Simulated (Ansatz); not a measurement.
I need a comparison of norm-conserving and PAW potentials of MgTe, space group P6_3mc. Use the Python package of Ansatz (0.2.0). Settings (first run): PBE, PAW, the default cutoff (420 eV here), 4×4×2 k-points, Gaussian smearing of 0.01 eV.

```
Mg Te
1.0
     4.52000    0.00000    0.00000
    -2.26000    3.91443    0.00000
     0.00000    0.00000    7.33000
Mg Te
2 2
Direct
  0.33333 0.66667 0.00000
  0.66667 0.33333 0.50000
  0.33333 0.66667 0.38500
  0.66667 0.33333 0.88500
```

The script, `nc_paw_mgte.py`:
```python
import ansatz as az
import numpy as np


def count_gap(report):
    # lowest empty less highest filled band, counting bands; zero where they overlap
    return max(report.get("gap_by_band_count_ev") or 0.0, 0.0)


def main() -> None:
    xtal = (
        az.Lattice.of([4.52, 0.0, 0.0], [-2.26, 3.914435, 0.0], [0.0, 0.0, 7.33])
        .atom("Mg", [1 / 3, 2 / 3, 0.0])
        .atom("Mg", [2 / 3, 1 / 3, 0.5])
        .atom("Te", [1 / 3, 2 / 3, 0.385])
        .atom("Te", [2 / 3, 1 / 3, 0.885])
    )

    model = (
        xtal.calculation()
        .functional(az.Functional.PBE)
        .kpoints(length=14)
        .occupations(az.OccupationsMethod.GAUSSIAN, width=10 * az.meV)
        .stress()
        .forces()
        .band_table()
    )
    variants = {
        "PAW": model.pseudopotentials("paw"),
        "norm-conserving": model.pseudopotentials("nc"),
    }
    rows = []
    for label, variant in variants.items():
        r = variant.run(threads=1, pin="off").report
        levels = np.array(r["eigenvalues_ev"][0]) - r["fermi_energy_ev"]
        print(label, "levels at the first k-point near E_F:", np.round(levels[np.abs(levels) < 5], 3))
        rows.append((label, r["n_electrons"], np.trace(r["stress_gpa"]) / 3, float(np.abs(r["forces_ev_ang"]).max()), count_gap(r)))
    print("     treatment  electrons in bands           P GPa  max force component eV/A  gap by band count eV")
    for row in rows:
        print(f"{str(row[0]):>14s}  {row[1]:18.1f}  {row[2]:14.3f}  {row[3]:24.4f}  {row[4]:20.3f}")


if __name__ == "__main__":
    main()
```

```console
$ python nc_paw_mgte.py
DeckWarning: basis.ecutwfc = 420 eV, auto-derived from the records' recommended cutoffs: set by Mg (normal level)
PAW levels at the first k-point near E_F: [-4.687 -1.933 -1.933 -1.431 -1.431 -1.28   1.28   1.632  3.933  3.933
  4.351]
DeckWarning: basis.ecutwfc = 1142.878222 eV, auto-derived from the records' recommended cutoffs: set by Mg (normal level)
norm-conserving levels at the first k-point near E_F: [-4.686 -1.93  -1.93  -1.428 -1.428 -1.276  1.276  1.628  3.93   3.93
  4.348]
     treatment  electrons in bands           P GPa  max force component eV/A  gap by band count eV
           PAW                52.0           2.464                    0.2333                 2.559
norm-conserving                52.0           2.486                    0.2341                 2.553
```
(Warnings from the package without file and line.)

PAW gives 2.464 GPa and norm-conserving 2.486 GPa, 0.022 GPa apart. They took 4.8 and 26.2 s of processor time.

Reading the output:
- Semilocal gaps usually lie well under measured ones.
- The computed bands are complete only to about 4.2 eV above the Fermi level.
- In a crystal with a gap the Fermi level's place inside it depends on smearing and mesh.
- The structure is a deposited one; some such entries were measured under pressure or heat, so a shift against it needn't be the functional's error alone.
- Gaps and levels are Kohn-Sham values on a finite set of k-points, without spin-orbit coupling.
- Stress is positive in compression.
- It ran for 32 s on 1 thread of Arm Neoverse N1, with other jobs on the host, peak memory 0.58 GiB.

(Lines on the test bed's own set-up are left out of the output.)
